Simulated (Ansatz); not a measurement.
Runs of Ansatz 0.2.0 on InPd. It takes space group Pm-3m (No. 221, cubic). The conventional cell has a = 3.272 Å, b = 3.272 Å, c = 3.272 Å, α = 90.00°, β = 90.00°, γ = 90.00°. In (site symmetry m-3m) has 8 Pd at 2.83 Å as nearest neighbours. Around Pd (site symmetry m-3m) lie 8 In at 2.83 Å. The cell comes from a database or a generator and needn't be the stable form of this composition.

```csv
task,level,potentials or basis,spin,k mesh,pressure (GPa)
single point,PBE,"all-electron LAPW, scalar-relativistic",off,8 × 8 × 8,3.6
band structure,PBEsol,"all-electron LAPW, inner shells corrected to Dirac's equation",off,8 × 8 × 8,-3.0
band structure,PBEsol,"all-electron LAPW, relativistic spinors","SOC, no magnetisation",6 × 6 × 6,-2.8
band structure,PBEsol,"all-electron LAPW, scalar-relativistic",off,8 × 8 × 8,-3.0
band structure,LDA,"all-electron LAPW, scalar-relativistic",off,8 × 8 × 8,(a)
```

Alike in all rows: cell as given; cutoff (eV) 250; smearing fermi-dirac 0.05 eV; basis error allowed 0.001 eV/atom.

**Question.** Fill in the values left out.

**Answer.** (a) -7.0.

Caveats: the k mesh is thin for a metal, which can move the energy by tens of meV per atom (some runs).

Not every run made on this cell is shown here.
